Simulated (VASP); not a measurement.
# InSb: relaxation of cell and atoms with PBEsol

The system is InSb.

```
CELL_PARAMETERS angstrom
0.00000 3.26032 3.26032
3.26032 0.00000 3.26032
3.26032 3.26032 0.00000
ATOMIC_POSITIONS crystal
In 0.00000 0.00000 0.00000
Sb 0.25000 0.25000 0.25000
```

```json
{
  "Program": "VASP 6.6.1",
  "Task": "relaxation of cell and atoms",
  "Functional": "PBEsol",
  "Potentials or basis": "VASP PAW PBE potentials, release 64 (In_d, Sb)",
  "Cutoff": "600 eV",
  "k mesh": "10 × 10 × 10",
  "Occupations": "gaussian, width 0.03 eV",
  "Spin": "no spin polarisation",
  "Further INCAR settings": "ALGO = Normal; EDIFF = 1e-07; IBRION = 2; EDIFFG = -0.005; NSW = 90; ISIF = 3"
}
```

```
Pressure after relaxing : 0.0 GPa
Band gap on the k mesh  : none (metal or under the smearing width)
```

Final structure:
```
In Sb
1.0
     0.00000    3.26032    3.26032
     3.26032    0.00000    3.26032
     3.26032    3.26032    0.00000
In Sb
1 1
Direct
  0.00000 0.00000 0.00000
  0.25000 0.25000 0.25000
```

Levels at points of the mesh, in eV from the Fermi level:
```csv
k point,band 6,band 7,band 8,band 9,band 10,band 11,band 12,band 13
"(0.00, 0.00, 0.00)",-10.64,-0.38,-0.01,-0.01,-0.01,2.92,2.92,2.92
"(0.50, 0.00, 0.00)",-9.31,-5.58,-0.99,-0.99,0.43,3.76,3.76,5.96
"(0.50, 0.50, 0.00)",-8.72,-5.88,-2.22,-2.22,1.27,1.28,8.00,8.00
```

Run time: 42 s on 1 thread of Intel(R) Xeon(R) Platinum 8488C (Sapphire Rapids), on a shared host, peak memory 0.26 GiB.

Caveat: the relaxation stopped at its first step, so nothing moved; the PAW data sets were made with another functional, which shifts forces and pressure a little; this crystal is a semiconductor, whose small gap the functional closes, so the metal is an error of the method. Spin-orbit coupling is left out, which matters for the levels of Sb.
